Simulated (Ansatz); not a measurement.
# GaN under changes of volume

One of the cells (11.444 Å³/atom); the others are scaled copies at fixed shape and fractional positions:

```
CELL_PARAMETERS angstrom
0.00000 2.25350 2.25350
2.25350 0.00000 2.25350
2.25350 2.25350 0.00000
ATOMIC_POSITIONS crystal
Ga 0.00000 0.00000 0.00000
N 0.25000 0.25000 0.25000
```

The cell is a database's computed one.

- Program: Ansatz 0.2.0
- Functional: PBE
- Potentials or basis: Ansatz NC
- Cutoff: 1240 eV (not typed: the program's choice for these potentials)
- k mesh: 10 × 10 × 10
- Occupations: fermi-dirac, width 0.05 eV
- Spin: no spin polarisation

```tsv
volume (Å³/atom)	energy over the lowest point (meV/atom)	pressure (GPa)	gap on the mesh (eV)
10.757	?	?	?
10.986	32.07	14.0	2.00
11.215	15.38	9.4	1.87
11.444	4.90	5.3	1.74
11.673	0.00	1.6	1.61
11.902	0.13	-1.7	1.48
12.131	4.78	-4.7	1.36
```

Problem. What does the run at 10.757 Å³/atom give?

Solution. Energy over the lowest point 55.65 meV/atom; pressure 19.1 GPa; gap on the mesh 2.14 eV.

Worked out: A Birch-Murnaghan fit of order 3 (a polynomial in V^(-2/3)) to the other rows has its minimum at 11.78 Å³/atom with B0 = V·E''(V) = 172 GPa and B' = 4.4. It gives 55.67 meV/atom at 10.757 Å³/atom, against the run's 55.65, and -dE/dV = 19.1 GPa, against 19.1. A straight line through the other rows of the gap, of slope -6.48 eV per unit of ln V (its deformation potential), extrapolates to 2.14 eV, against the run's 2.14.

Energies are extrapolated to zero smearing.

Spin-orbit coupling on Ga is left out.
